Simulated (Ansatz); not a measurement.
Crystal: Sn.

```
Sn
1.0
     0.00000    3.23334    3.23334
     3.23334    0.00000    3.23334
     3.23334    3.23334    0.00000
Sn
2
Direct
  0.75000 0.75000 0.75000
  0.50000 0.50000 0.50000
```

This isn't the form of Sn at room conditions, which is tetragonal (white tin).

```yaml
Program: Ansatz 0.2.0
Task: relaxation of cell and atoms
Functional: r2SCAN
Potentials_or_basis: Ansatz PAW
Cutoff: "500 eV (not typed: the program's choice for these potentials)"
k_mesh: 7 × 7 × 7
Occupations: fermi-dirac, width 0.05 eV
Spin: no spin polarisation
```

At the start: volume 33.80 Å³/atom.

Task: Where does the relaxation end?

Result: It ends after 5 steps and the volume is 35.41 Å³/atom (+4.8 %); space group Fd-3m (No. 227, to 0.05 Å).

Step by step:
| step | energy change (eV) | largest force (eV/Å) | volume (Å³) |
| --- | --- | --- | --- |
| 1 | 0.0000 | 0.0000 | 67.61 |
| 2 | -0.0121 | 0.0000 | 73.09 |
| 3 | -0.0212 | 0.0000 | 71.02 |
| 4 | -0.0213 | 0.0000 | 70.83 |
| 5 | -0.0214 | 0.0000 | 70.83 |

Final structure:
```yaml
crystal:
  lattice:
    - [0.00000, 3.28387, 3.28387]
    - [3.28387, 0.00000, 3.28387]
    - [3.28387, 3.28387, 0.00000]
  atoms:
    - { symbol: Sn, position: [0.75000, 0.75000, 0.75000] }
    - { symbol: Sn, position: [0.50000, 0.50000, 0.50000] }
```

Caveat: the plane-wave basis is chosen anew once the cell has moved, so the energies of steps on either side of that aren't comparable; the PAW data sets come from PBE, with cores solved anew for the run's functional, which leaves a small shift of forces and pressure.
